## What is calculated

The energy $E$ in the table is that of the rutile crystal at a chosen volume $V$ per atom, counted from the lowest point of a smooth curve fitted to the seven energies. It comes from density-functional theory with the PBEsol functional, for a lattice at rest. The pressure $P=-\mathrm dE/\mathrm dV$ is the push, averaged over all directions, that holds the crystal at that volume and shape; it was computed separately, from the stress on the cell. A negative value means that the crystal has to be pulled outward.

Rutile TiO₂ calculated with Quantum ESPRESSO 7.5, using PBEsol, GBRV 1.5 ultrasoft pseudopotentials, a 612 eV plane-wave cutoff, a 6×6×9 k-point mesh and 0.05 eV Fermi-Dirac smearing. Cell shape and fractional atomic positions are fixed at every volume. Energies are counted from the minimum of the fitted curve, and positive pressure means compression.

```csv
volume (Å³/atom),energy (meV/atom),pressure (GPa)
9.81,22.43,14.150
10.02,7.85,8.000
10.23,0.88,2.460
10.44,0.74,-2.500
10.64,6.76,-6.960
10.85,18.31,-10.970
11.06,34.82,-14.570
```

## The energies need a common measure

At first sight the energies suggest that stretching is the costlier change: 34.82 meV/atom at the largest volume, against 22.43 at the smallest. But the two ends lie at different distances from the minimum, which falls at 10.334 Å³/atom. The largest volume is 7.0 % above it and the smallest only 5.1 % below.

Rows at nearly equal distance give the opposite verdict. Expansion by 5.0 %, at 10.85 Å³/atom, costs 18.31 meV/atom, less than the 22.43 for almost the same compression. The two small energies in the middle, 0.88 and 0.74, are alike because their volumes lie about 1 % to either side of the minimum.

Near a minimum, energy grows as the square of the displacement, so dividing by that square removes the effect of distance. The quotient would be constant for a perfect spring in volume. Here, with the volumes taken before rounding, it falls at each step, from 0.87 at the smallest volume to 0.70 at the largest, in meV/atom per squared percent. The seemingly irregular energies thus belong to one regular trend: the crystal softens as it expands.

## Two limits explain the softening

Think first of strong compression. The electron clouds of neighbouring ions overlap, and the Pauli principle forces electrons into states of higher kinetic energy. This repulsion rises very steeply as the ions approach, so each further step inward needs a larger rise in pressure.

Now think of strong expansion. The overlap dies away quickly, and what remains is the attraction, which itself weakens with distance. There the tension even falls as the crystal is stretched further. On the way to that limit, it rises by ever smaller steps until it peaks. The table covers the stretch between these limits, where the steep force gradually gives way to the gentle one.

A single pair of oppositely charged ions, such as a gaseous NaCl molecule, behaves in the same way: its bond is harder to shorten than to lengthen. The likeness holds here because the cell was scaled uniformly, so that every distance changes by the same factor. It is less exact where a crystal can change its shape or move its atoms within the cell, for which a pair has no counterpart.

## A model with two forces

Let $x=(V/V_0)^{1/3}$ be the factor by which distances change, with $V_0$ the volume at the minimum. Take an attraction that varies as $1/x$, as between charges, and a repulsion that varies as $1/x^6$:

$$E=-\frac{a}{x}+\frac{b}{x^6}+\text{constant}.$$

The forces balance at $x=1$, which requires $a=6b$. The bulk modulus at the minimum, $B=-V\,\mathrm dP/\mathrm dV$, then sets the remaining strength, $a=9BV_0/5$. Differentiating the energy with respect to volume gives

$$P=\frac{3B}{5}\left[\left(\frac{V_0}{V}\right)^{3}-\left(\frac{V_0}{V}\right)^{4/3}\right].$$

The first term is the push of the repulsion and the second the pull of the attraction.

## One pressure worked out

Take the smallest volume, 9.81 Å³/atom, and the calculated modulus of 246 GPa. The volume ratio is $10.334/9.81=1.053$. Compression has raised the push to 1.169 times its equilibrium value, but the pull only to 1.072 times:

$$P\approx\frac{3\times246\ \text{GPa}}{5}\,(1.169-1.072)\approx14.3\ \text{GPa}.$$

The calculated pressure is 14.15 GPa, about 1 % lower. This row's energy helped to determine $V_0$ and $B$, but its pressure did not.

For expansion by 5.0 %, the push drops by about 14 % and the pull by about 6 %. The imbalance is smaller than under the same compression, and so is the size of the pressure: 10.97 GPa of tension. This is the lopsidedness of the energy curve, seen in its slope.

## What the comparison establishes

A spring in volume has a pressure that stays proportional to the change in volume. With the same minimum and stiffness it gives 12.5 GPa at the smallest volume, 12 % below the calculated pressure. At the largest volume it gives a tension of 17.3 GPa, 19 % above the calculated 14.57. A spring in length does better but errs in the same directions, so the softening is more than a matter of measuring volume instead of distance.

The two-force model follows the energies to within 0.03 meV/atom. That closeness is no independent proof, because the exponent 6 was chosen to match the rate at which the modulus rises with pressure. For exponents $m$ and $n$ this rate is $B'=(m+n)/3+2$, which gives 4.33 here; the calculation has 4.29. The formula is also a guide to related solids: the steeper the repulsion for a given attraction, the more lopsided the curve.

Only the sum of the exponents matters noticeably over this range. Exponents 2 and 5 give energies within 0.01 meV/atom of those from 1 and 6. The numbers therefore fix how fast the crystal softens, but not how steep each force is. That a steep overlap repulsion opposes a gentler attraction, partly ionic and partly covalent, is an argument from the known physics of oxides. The output below sets the two-force model and both springs, matched to the calculated minimum and modulus, against all seven rows.

## How far to trust the pressures and the modulus

The pressures from the stress lie slightly below those that follow from the slope of the energies. Averaged over the whole range, the difference is 0.15 GPa. A likely cause, untested here, is the finite set of plane waves, which affects stress more than energy. It would shift the volume of zero pressure by only 0.06 %, but a user who needs pressures to a tenth of a gigapascal should keep it in mind.

The modulus of 246 GPa describes a crystal whose shape and relative atomic positions are frozen. Real rutile can adjust both under pressure, which normally makes it softer. A difference from a measured modulus should therefore not be charged to the functional before the cell and atoms have been relaxed at each volume and thermal motion has been allowed for.

Numerical output:

```
Energies in meV/atom:
    row  volume change from minimum (%)  calculated  energy per squared percent  volume spring  length spring  two-force model
   9.81                           -5.08       22.43                       0.869          20.46          21.18            22.45
  10.02                          -3.061        7.85                      0.8379          7.427          7.582            7.849
  10.23                          -1.041        0.88                      0.8116         0.8595         0.8655           0.8756
  10.44                          0.9783        0.74                      0.7732         0.7586         0.7537           0.7456
  10.64                           2.998        6.76                      0.7522          7.124          6.985             6.76
  10.85                           5.017       18.31                      0.7273          19.96          19.31            18.29
  11.06                           7.037       34.82                      0.7032          39.25           37.5            34.79
Pressures in GPa:
    row  calculated  volume spring  length spring  two-force model  model less calculated
   9.81       14.15          12.49          13.15            14.35                 0.2025
  10.02           8          7.523          7.761            8.174                 0.1741
  10.23        2.46          2.559          2.586            2.632                 0.1718
  10.44        -2.5         -2.405         -2.381           -2.343                 0.1571
  10.64       -6.96         -7.368         -7.154           -6.811                 0.1493
  10.85      -10.97         -12.33         -11.74           -10.82                 0.1451
  11.06      -14.57          -17.3         -16.16           -14.43                 0.1375
fit of energy on 7 rows: constant 0.3349 +/- 0.46, coefficient of d -0.3557 +/- 0.087, coefficient of d**2 0.76 +/- 0.022; rms 0.61, worst 10.02 0.694, leave-one-out rms 1.64
Energy at 5 % compression over energy at 5 % expansion: 1.225
Largest energy difference between exponents 1 and 6 and exponents 2 and 5 (meV/atom): 0.005894
Bulk modulus between the two smallest volumes (GPa): 292.1
Bulk modulus between the two largest volumes (GPa): 189
Modulus slope of the two-force model: 4.333
Model, change of repulsive pressure at 9.81 (%): 16.93
Model, change of attractive pressure at 9.81 (%): 7.199
Model, change of repulsive pressure at 10.85 (%): -13.66
Model, change of attractive pressure at 10.85 (%): -6.319
Mean pressure over the range from the energies (GPa): -1.585
Mean pressure over the range from the stresses, Simpson rule (GPa): -1.739
Stress mean less energy mean (GPa): -0.1537
Volume shift that this offset would cause (%): 0.06252
```
